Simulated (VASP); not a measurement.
Write the native input for VASP 6.6.1 that does the following.

```yaml
Task: single point
Functional: vdW-DF2
Potentials_or_basis: VASP PAW PBE potentials, release 64 (C)
Cutoff: 520 eV
k_mesh: 16 × 16 × 4
Occupations: fermi-dirac, width 0.05 eV
Spin: no spin polarisation
Further_INCAR_settings: ALGO = Normal; EDIFF = 1e-06
```

The structure of C lies in POSCAR:

```
C
1.0
    2.4610000000      0.0000000000      0.0000000000
   -1.2305000000      2.1312885187      0.0000000000
    0.0000000000      0.0000000000      6.7080000000
C
4
Direct
    0.0000000000      0.0000000000      0.2500000000
    0.3333333333      0.6666666667      0.2500000000
    0.0000000000      0.0000000000      0.7500000000
    0.3333333333      0.6666666667      0.7500000000
```

The cell was built by a generator and needn't be a form met in nature.

The input as run:

INCAR

```
  PREC = Accurate
  ENCUT = 520
  EDIFF = 1E-6
  ISMEAR = -1
  SIGMA = 0.05
  LREAL = False
  LASPH = True
  NELM = 100
  ALGO = Normal
  ISIF = 2
  LWAVE = False
  LCHARG = False
  GGA = ML
  LUSE_VDW = True
  AGGAC = 0.0
  ZAB_VDW = -1.8867
```

KPOINTS

```
regular mesh
0
Gamma
  16 16 4
```

Potentials or basis: VASP PAW PBE potentials, release 64 (C).

Command:

```bash
$ cat potpaw_PBE.64/C/POTCAR > POTCAR
$ mpirun -np 1 vasp_std > vasp.out
```

It gave:

```json
{
  "Pressure": "6.3 GPa",
  "Band gap on the k mesh": "0.16 eV"
}
```

Caveat: the PAW data sets were made with another functional, which shifts forces and pressure a little.

It took 28 s on 1 thread of Intel(R) Xeon(R) Platinum 8559C (Emerald Rapids) (shared host), peak memory 0.29 GiB.
